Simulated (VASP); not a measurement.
# Sn2Ge (I4_1/amd) in VASP: density of states with PBE

Aim: the density of states of Sn2Ge with PBE.

Everything below comes from runs of VASP 6.6.1. Logs are shortened: lines on timing, memory, paths and dates and some standing lists are left out, and cuts for length are marked.

**1. The structure**

It takes space group I4_1/amd (No. 141, tetragonal). The conventional cell has a = 5.643 Å, b = 5.643 Å, c = 9.519 Å, α = 90.00°, β = 90.00°, γ = 90.00°. Around Sn (site symmetry 2mm) lie 3 Ge at 2.89 to 2.98 Å and 2 Sn at 3.06 Å. Around Ge (site symmetry -4m2) lie 6 Sn at 2.89 to 2.98 Å.

The cell was built by a generator and needn't be a form met in nature.

**2. Density of states, PBE**

File POSCAR:

```
Sn2Ge
1.0
   -2.8214100000      2.8214100000      4.7596700000
    2.8214100000     -2.8214100000      4.7596700000
    2.8214100000      2.8214100000     -4.7596700000
Sn Ge
4 2
Direct
    0.4365390000      0.9365390000      0.5000000000
    0.0634610000      0.5634610000      0.5000000000
    0.6865390000      0.6865390000      0.0000000000
    0.3134610000      0.3134610000      0.0000000000
    0.0000000000      0.0000000000      0.0000000000
    0.7500000000      0.2500000000      0.5000000000
```

File INCAR.step1:

```
SYSTEM = Sn2Ge
  ALGO = Normal
  EDIFF = 1E-6
  ENCUT = 520
  GGA = PE
  ISIF = 2
  ISMEAR = 0
  KPAR = 8
  LASPH = .True.
  LCHARG = .True.
  LREAL = .False.
  LWAVE = .False.
  NELM = 80
  PREC = Accurate
  SIGMA = 0.1
```

File KPOINTS.step1:

```
k-points
0
Gamma
  8 8 8
  0 0 0
```

File INCAR.step2:

```
SYSTEM = Sn2Ge
  ALGO = Normal
  EDIFF = 1E-6
  ENCUT = 520
  GGA = PE
  ICHARG = 11
  ISIF = 2
  ISMEAR = -5
  KPAR = 8
  LASPH = .True.
  LCHARG = .False.
  LORBIT = 10
  LREAL = .False.
  LWAVE = .False.
  NEDOS = 2001
  NELM = 80
  PREC = Accurate
  SIGMA = 0.1
```

File KPOINTS.step2:

```
k-points
0
Gamma
  12 12 12
  0 0 0
```

Potentials or basis: VASP PAW PBE potentials, release 64 (Sn_d, Ge_d).

Started as:

```
> cat potpaw_PBE.64/Sn_d/POTCAR potpaw_PBE.64/Ge_d/POTCAR > POTCAR
> cp INCAR.step1 INCAR
> cp KPOINTS.step1 KPOINTS
> mpirun -np 8 vasp_std > vasp.out
> cp INCAR.step2 INCAR
> cp KPOINTS.step2 KPOINTS
> mpirun -np 8 vasp_std > vasp.out
```

OUTCAR:

```text
SYSTEM = Sn2Ge
   EDIFF = 1E-6
   ENCUT = 520
   GGA = PE
   ICHARG = 11
   ISIF = 2
   ISMEAR = -5
   LASPH = .True.
   LORBIT = 10
   LREAL = .False.
   NELM = 80
   PREC = Accurate

 ion  position               nearest neighbor table
   1  0.437  0.937  0.500-   5 2.89   5 2.89   6 2.98   4 3.06   4 3.06   2 3.55   3 3.69   3 3.69
                             3 3.69   3 3.69
   2  0.063  0.563  0.500-   5 2.89   5 2.89   6 2.98   3 3.06   3 3.06   1 3.55   4 3.69   4 3.69
                             4 3.69   4 3.69
   3  0.687  0.687  0.000-   6 2.89   6 2.89   5 2.98   2 3.06   2 3.06   4 3.55   1 3.69   1 3.69
                             1 3.69   1 3.69
   4  0.313  0.313  0.000-   6 2.89   6 2.89   5 2.98   1 3.06   1 3.06   3 3.55   2 3.69   2 3.69
                             2 3.69   2 3.69
   5  0.000  0.000  0.000-   1 2.89   2 2.89   2 2.89   1 2.89   3 2.98   4 2.98
   6  0.750  0.250  0.500-   3 2.89   4 2.89   4 2.89   3 2.89   2 2.98   1 2.98

  LATTYP: Found a body centered tetragonal cell.
 ALAT       =     5.6428200000
 C/A-ratio  =     1.6869827498

  Lattice vectors:

 A1 = (  -2.8214100000,   2.8214100000,   4.7596700000)
 A2 = (   2.8214100000,  -2.8214100000,   4.7596700000)
 A3 = (   2.8214100000,   2.8214100000,  -4.7596700000)

Analysis of symmetry for initial positions (statically):
=====================================================================
 Subroutine PRICEL returns:
 Original cell was already a primitive cell.

 Routine SETGRP: Setting up the symmetry group for a
 body centered tetragonal supercell.

 Subroutine GETGRP returns: Found 16 space group operations
 (whereof  8 operations were pure point group operations)
 out of a pool of 16 trial point group operations.

The static configuration has the point symmetry D_2d.
 The point group associated with its full space group is D_4h.

Analysis of symmetry for dynamics (positions and initial velocities):
=====================================================================
 Subroutine PRICEL returns:
 Original cell was already a primitive cell.

 Routine SETGRP: Setting up the symmetry group for a
 body centered tetragonal supercell.

 Subroutine GETGRP returns: Found 16 space group operations
 (whereof  8 operations were pure point group operations)
 out of a pool of 16 trial point group operations.

The dynamic configuration has the point symmetry D_2d.
 The point group associated with its full space group is D_4h.

 Subroutine INISYM returns: Found 16 space group operations
 (whereof  8 operations are pure point group operations),
 and found     1 'primitive' translations

----------------------------------------------------------------------------------------

                                     Primitive cell

  volume of cell :     151.5546

  direct lattice vectors                    reciprocal lattice vectors
    -2.821410000  2.821410000  4.759670000     0.000000000  0.177216356  0.105049300
     2.821410000 -2.821410000  4.759670000     0.177216356  0.000000000  0.105049300
     2.821410000  2.821410000 -4.759670000     0.177216356  0.177216356  0.000000000

  length of vectors
     6.210891022  6.210891022  6.210891022     0.206012117  0.206012117  0.250621775

  position of ions in fractional coordinates (direct lattice)
     0.436539000  0.936539000  0.500000000
     0.063461000  0.563461000  0.500000000
     0.686539000  0.686539000  0.000000000
     0.313461000  0.313461000  0.000000000
     0.000000000  0.000000000  0.000000000
     0.750000000  0.250000000  0.500000000

  ion indices of the primitive-cell ions
   primitive index   ion index
                 1           1
                 2           2
                 3           3
                 4           4
                 5           5
                 6           6

----------------------------------------------------------------------------------------

 KPOINTS: k-points

Automatic generation of k-mesh.
 Grid dimensions read from file:
 generate k-points for:   12   12   12

 Generating k-lattice:

  Cartesian coordinates                     Fractional coordinates (reciprocal lattice)
     0.000000000  0.014768030  0.008754108     0.083333333 -0.000000000  0.000000000
     0.014768030  0.000000000  0.008754108    -0.000000000  0.083333333  0.000000000
     0.014768030  0.014768030  0.000000000     0.000000000  0.000000000  0.083333333

  Length of vectors
     0.017167676  0.017167676  0.020885148

  Shift w.r.t. Gamma in fractional coordinates (k-lattice)
     0.000000000  0.000000000  0.000000000

 TETIRR: Found   2206 inequivalent tetrahedra from    10368

 Subroutine IBZKPT returns following result:
 ===========================================

 Found    163 irreducible k-points:

 Following reciprocal coordinates:
            Coordinates               Weight
  0.000000  0.000000  0.000000      1.000000
  0.083333 -0.000000  0.000000      8.000000
  0.166667  0.000000  0.000000      8.000000
  0.250000 -0.000000  0.000000      8.000000
  0.333333  0.000000 -0.000000      8.000000
  0.416667 -0.000000  0.000000      8.000000
[... 16 lines left out ...]
  0.500000  0.166667  0.000000     16.000000
 -0.416667  0.166667 -0.000000     16.000000
 [... further k-points ...]
   k-points           NKPTS =    163   k-points in BZ     NKDIM =    163   number of bands    NBANDS=     50
   number of dos      NEDOS =   2001   number of ions     NIONS =      6
   total plane-waves  NPLWV = 110592
   dimension x,y,z NGX =    48 NGY =   48 NGZ =   48
   dimension x,y,z NGXF=    96 NGYF=   96 NGZF=   96
   ions per type =               4   2
   NGX,Y,Z   is equivalent  to a cutoff of  12.85, 12.85, 12.85 a.u.
   NGXF,Y,Z  is equivalent  to a cutoff of  25.70, 25.70, 25.70 a.u.
 SYSTEM =  Sn2Ge
   PREC   = accura    normal or accurate (medium, high low for compatibility)
   ISTART =      0    job   : 0-new  1-cont  2-samecut
   ICHARG =     11    charge: 1-file 2-atom 10-const
   ISPIN  =      1    spin polarized calculation?
   LNONCOLLINEAR =      F non collinear calculations
   LSORBIT =      F    spin-orbit coupling
   LASPH  =      T    aspherical Exc in radial PAW
   ENCUT  =  520.0 eV  38.22 Ry    6.18 a.u.  11.55 11.55 11.55*2*pi/ulx,y,z
   NELM   =     80;   NELMIN=  2; NELMDL=  0     # of ELM steps
   EDIFF  = 0.1E-05   stopping-criterion for ELM
   LREAL  =      F    real-space projection
   EDIFFG = 0.1E-04   stopping-criterion for IOM
   NSW    =      0    number of steps for IOM
   IBRION =     -1    ionic relax: 0-MD 1-quasi-New 2-CG
   NFREE  =      0    steps in history (QN), initial steepest desc. (CG)
   ISIF   =      2    stress and relaxation
   ISYM   =      2    0-nonsym 1-usesym 2-fastsym
   POTIM  = 0.5000    time-step for ionic-motion
   TEBEG  =    0.0;   TEEND  =   0.0 temperature during run
   PSTRESS=    0.0 pullay stress
   NELECT =      84.0000    total number of electrons
   NUPDOWN=      -1.0000    fix difference up-down
   EMIN   =  10.00;   EMAX   =-10.00  energy-range for DOS
   EFERMI =   0.00;   METHOD = LEGACY
   ISMEAR =    -5;   SIGMA  =   0.10  broadening in eV -4-tet -1-fermi 0-gaus
   EFERMI_NEDOS =   21; number of points for ismear=-14 and -15
   IALGO  =     38    algorithm
   IMIX   =      4    mixing-type and parameters
     AMIX     =   0.40;   BMIX     =  1.00
     AMIX_MAG =   1.60;   BMIX_MAG =  1.00
  volume/ion in A,a.u.               =      25.26       170.46
  Fermi-wavevector in a.u.,A,eV,Ry     =   1.344760  2.541228 24.604504  1.808380
  Thomas-Fermi vector in A             =   2.472728
   LORBIT       =     10    0 simple, 1 ext, 2 COOP (PROOUT), +10 PAW based schemes
   GGA     = PE    functional components
   LHFCALC =     F    Hartree Fock is set to
   AEXX    =    0.0000 exact exchange contribution
   IVDW    =     0    specifies the selected vdW correction
   LEPSILON=     F    determine dielectric tensor
   LRPA    =     F    only Hartree local field effects (RPA)
 non-spin polarized calculation
 Fermi weights with tetrahedron method with Bloechl corrections
  energy-cutoff  :      520.00
  volume of cell :      151.55
 maximum number of plane-waves:      4137
 NGX is ok and might be reduce to    48

 number of electron      83.9999989 magnetization

 Free energy of the ion-electron system (eV)
  ---------------------------------------------------
  ext. energy  EPLUGINS =         0.00000000
  ---------------------------------------------------
  free energy    TOTEN  =       -23.74557576 eV

  energy without entropy =      -23.74557576  energy(sigma->0) =      -23.74557576

 E-fermi :   7.1852     XC(G=0): -10.3803

 val. band max:        7.3892268825   @ k =   0.4167   0.1667   0.0833
 cond. band min:       6.9685076639   @ k =   0.4167   0.4167   0.0000
 fundamental gap:     -0.4207192186
 Fermi energy:         7.1851887626

 k-point     1 :       0.0000    0.0000    0.0000
  band No.  band energies     occupation
      1     -17.3263      2.00000
      2     -17.3234      2.00000
      3     -17.3217      2.00000
      4     -17.3183      2.00000
      5     -17.3124      2.00000
      6     -17.3124      2.00000
[... 42 lines left out ...]
     49      12.4406      0.00000
     50      13.7528      0.00000

 k-point     2 :       0.0833   -0.0000    0.0000
  band No.  band energies     occupation
      1     -17.3263      2.00000
      2     -17.3232      2.00000
      3     -17.3218      2.00000
      4     -17.3184      2.00000
      5     -17.3124      2.00000
      6     -17.3121      2.00000
[... 1158 lines left out ...]
 k-point    24 :      -0.4167    0.1667   -0.0000
  band No.  band energies     occupation
      1     -17.3252      2.00000
      2     -17.3225      2.00000
      3     -17.3202      2.00000
      4     -17.3185      2.00000
      5     -17.3121      2.00000
      6     -17.3087      2.00000
[... 42 lines left out ...]
     49      11.3442      0.00000
     50      12.2358      0.00000

 [... further k-points ...]

------------------------ aborting loop because EDIFF is reached ----------------------------------------

  FORCE on cell =-STRESS in cart. coord.  units (eV):
  Direction    XX          YY          ZZ          XY          YZ          ZX
  --------------------------------------------------------------------------------------
  -------------------------------------------------------------------------------------
  Total        0.1274928      0.1274928     -0.1676415      0.0000000      0.0000000      0.0000000
  in kB        1.3478046      1.3478046     -1.7722418      0.0000000      0.0000000      0.0000000
  external PRESSURE =       0.3077891 kB  Pullay stress =       0.0000000 kB

 VOLUME and BASIS-vectors are now :
 -----------------------------------------------------------------------------
  energy-cutoff  :      520.00
  volume of cell :      151.55
      direct lattice vectors                 reciprocal lattice vectors
    -2.821410000  2.821410000  4.759670000     0.000000000  0.177216356  0.105049300
     2.821410000 -2.821410000  4.759670000     0.177216356  0.000000000  0.105049300
     2.821410000  2.821410000 -4.759670000     0.177216356  0.177216356  0.000000000

 POSITION                                       TOTAL-FORCE (eV/Angst)
 -----------------------------------------------------------------------------------
      2.82141      0.00000      4.15556         0.000000     -0.000000     -0.000820
      2.82141      0.00000      0.60411         0.000000     -0.000000      0.000820
      0.00000      0.00000      6.53540        -0.000000      0.000000     -0.000820
      0.00000      0.00000      2.98394        -0.000000      0.000000      0.000820
      0.00000      0.00000      0.00000        -0.000000     -0.000000      0.000000
      0.00000      2.82141      2.37983        -0.000000     -0.000000      0.000000
 -----------------------------------------------------------------------------------
    total drift:                                0.000000      0.000000     -0.000000

  FREE ENERGIE OF THE ION-ELECTRON SYSTEM (eV)
  ---------------------------------------------------
  free  energy   TOTEN  =       -23.7455757630 eV

  energy  without entropy=      -23.7455757630  energy(sigma->0) =      -23.74557576

 total charge

# of ion       s       p       d       tot
------------------------------------------
    1        1.234   0.978   9.979  12.191
    2        1.234   0.978   9.979  12.191
    3        1.234   0.978   9.979  12.191
    4        1.234   0.978   9.979  12.191
    5        1.219   1.011  10.000  12.229
    6        1.219   1.011  10.000  12.229
--------------------------------------------------
tot          7.375   5.933  59.914  73.223
```

It took 4.2 min on 8 MPI ranks of Intel Xeon Platinum 8259CL at 2.50GHz (Skylake/Cascade Lake), shared host; peak memory 0.99 GiB.

Results:

| Property | Result |
| --- | --- |
| Valence electrons inside the program's atomic spheres | Sn 12.19; Ge 12.23 |

States per cell in windows of 1 eV (zero at the Fermi level; states under -8 eV left out):
```csv
from (eV),total,Sn1_p,Sn2_p,Sn3_p,Sn4_p,Ge5_p,Ge6_p
-8.0,2.48,0.03,0.03,0.03,0.03,0.03,0.03
-7.0,1.90,0.02,0.02,0.02,0.02,0.03,0.03
-6.0,1.85,0.03,0.03,0.03,0.03,0.04,0.04
-5.0,1.15,0.04,0.04,0.04,0.04,0.04,0.04
-4.0,2.46,0.14,0.14,0.14,0.14,0.15,0.15
-3.0,2.70,0.18,0.18,0.18,0.18,0.18,0.18
-2.0,3.69,0.27,0.27,0.27,0.27,0.27,0.27
-1.0,3.05,0.22,0.22,0.22,0.22,0.23,0.23
0.0,2.93,0.20,0.20,0.20,0.20,0.19,0.19
1.0,2.78,0.19,0.19,0.19,0.19,0.17,0.17
2.0,3.31,0.23,0.23,0.23,0.23,0.20,0.20
3.0,3.49,0.24,0.24,0.24,0.24,0.19,0.19
4.0,3.00,0.20,0.20,0.20,0.20,0.19,0.19
5.0,0.57,0.04,0.04,0.04,0.04,0.04,0.04
6.0,0.01,0.00,0.00,0.00,0.00,0.00,0.00
7.0,0.00,0.00,0.00,0.00,0.00,0.00,0.00
```

Caveat: tetrahedron occupations give inexact forces and stress in metals.
